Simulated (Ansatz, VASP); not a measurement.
MgS: VASP beside Ansatz

Contents of INCAR:

```
  PREC = Accurate
  ENCUT = 520
  EDIFF = 1E-7
  ISMEAR = 0
  SIGMA = 0.05
  LREAL = False
  LASPH = True
  NELM = 100
  ALGO = Normal
  ISIF = 2
  LWAVE = False
  LCHARG = False
  GGA = CA
  NBANDS = 11
```

KPOINTS

```
Automatic mesh
0
Gamma
  8 8 8
```

File POSCAR:

```
MgS
1.0
    0.0000000000      2.7906232461      2.9181136482
    2.7906232461      0.0000000000      2.9181136482
    2.7906232461      2.7906232461      0.0000000000
Mg S
1 1
Direct
    0.0000000000      0.0000000000      0.0000000000
    0.7500000000      0.7500000000      0.7500000000
```

Input for Ansatz:

```yaml
crystal:
  lattice:
    - [0.0, 2.7906232461, 2.9181136482]
    - [2.7906232461, 0.0, 2.9181136482]
    - [2.7906232461, 2.7906232461, 0.0]
  atoms:
    - { symbol: Mg, position: [0.0, 0.0, 0.0] }
    - { symbol: S, position: [0.75, 0.75, 0.75] }
basis:
  ecutwfc: 420
kpoints:
  mp_grid: { grid: [8, 8, 8] }
hamiltonian:
  xc: lda
scf:
  occupations: { method: gaussian, width: 0.05 }
output:
  forces: true
  stress: true
  eigenvalues: true
```

Change from the starting cell: strain -0.015 along x and y, +0.030 along z, atoms carried along.

Alike in both runs: task single point; functional LDA; k mesh 8 × 8 × 8; occupations gaussian, width 0.05 eV; no spin polarisation.

|  | VASP | Ansatz |
| --- | --- | --- |
| version | VASP 6.6.1 | Ansatz 0.2.0 |
| potentials or method | VASP PAW LDA potentials, release 64 (Mg, S) | scalar-relativistic, plane waves, PAW |
| plane-wave cutoff (eV) | 520 | 420 |
| valence electrons in the cell | 8 | 16 |

```tsv
	VASP	Ansatz	Ansatz less VASP
gap on the k mesh at the Fermi level (eV)	3.13	3.12	-0.011
least direct gap on the mesh (eV)	3.13	3.12	-0.011
pressure (GPa)	-2.5	-2.2	+0.33
largest component of the traceless stress (GPa)	0.75	0.77	+0.013
```

The two sets of potentials don't hold the same shells in valence.

A k mesh can miss the band edges.
